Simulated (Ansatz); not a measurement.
# Hg: strain and displacement

```
CELL_PARAMETERS angstrom
1.73000 0.99882 2.23400
-1.73000 0.99882 2.23400
0.00000 -1.99763 2.23400
ATOMIC_POSITIONS crystal
Hg 0.00000 0.00000 0.00000
```

The cell comes from COD entry 1541226, which wasn't checked; take it as a given geometry.

No spin–orbit coupling, which matters for the heavy atoms here.

Level of theory: DFT, PBE, all-electron LAPW, scalar-relativistic in Ansatz 0.2.0.

Sampling and basis: a Γ-centred 12×12×12 k mesh, Fermi–Dirac smearing of 0.03 eV, basis error target 0.5 meV/atom, no spin polarisation.

The unchanged cell is at 6.10 GPa.

In a metal, stresses and small energies carry noise from the k mesh.

x, y and z are the Cartesian axes of the cell as listed; fractional coordinates follow a strain, and an engineering shear is twice the off-diagonal strain component.

Q: With this change (equal xy, yz and zx engineering shear strains of +2 %), what becomes of the energy and stress?

A: Energy change +2 meV/atom; stress change (xx, yy, zz, yz, xz, xy) -0.15, 0.15, 0.04, -0.20, -0.44, -0.32 GPa, compression positive.

With xy engineering shear strain of +1.5 %: energy change under 1 meV/atom; stress change (xx, yy, zz, yz, xz, xy) -0.02, 0.00, -0.05, 0.01, -0.19, 0.02 GPa, compression positive.
